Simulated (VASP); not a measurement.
VASP inputs for KTaO₃ (cubic perovskite)

INCAR

```
SIGMA = 0.01
NELM = 120
LWAVE = .FALSE.
ENCUT = 520
GGA = PE
LREAL = .FALSE.
LASPH = .TRUE.
NBANDS = 50
MAGMOM = 0.0 0.0 0.0 0.0 0.0 0.0 0.0 0.0 0.0 0.0 0.0 0.0 0.0 0.0 0.0
GGA_COMPAT = .FALSE.
EDIFF = 1E-7
PREC = Accurate
IBRION = -1
LSORBIT = .TRUE.
NSW = 0
ISMEAR = 0
ISIF = 2
LCHARG = .FALSE.
```

KPOINTS

```
KPOINTS created by Atomic Simulation Environment
0
Gamma
6 6 6
0 0 0
```

KPOINTS_OPT

```
special points
4
Reciprocal
0.0000000000 0.0000000000 0.0000000000 1
0.0000000000 0.5000000000 0.0000000000 1
0.5000000000 0.5000000000 0.0000000000 1
0.5000000000 0.5000000000 0.5000000000 1
```

POSCAR

```
K  Ta O
 1.0000000000000000
     3.9901311115727016    0.0000000000000000    0.0000000000000000
     0.0000000000000000    3.9901311115727016    0.0000000000000000
     0.0000000000000000    0.0000000000000000    3.9901311115727016
 K   Ta  O
   1   1   3
Cartesian
 -0.0000000000000000 -0.0000000000000000 -0.0000000000000000
  1.9950655557863506  1.9950655557863506  1.9950655557863506
  1.9950655557863506  1.9950655557863506  0.0000000000000000
  1.9950655557863506 -0.0000000000000000  1.9950655557863506
  0.0000000000000000  1.9950655557863506  1.9950655557863506
```

VASP ran with the recommended PBE PAW datasets (38 valence electrons in the cell).

Question: Estimate the main results of this run.

Answer: gap between bands v and c 2.00 eV; least direct gap 2.56 eV.

Band v is the last that the valence electrons fill when counted band by band, and c is the next. Levels in eV from the top of v:

| point | v−2 | v | c | c+2 |
| --- | --- | --- | --- | --- |
| Γ | -0.56 | -0.56 | 2.00 | 2.00 |
| X | -0.91 | -0.76 | 2.28 | 4.84 |
| M | -1.41 | -0.05 | 4.87 | 5.12 |
| R | 0.00 | 0.00 | 6.28 | 6.28 |
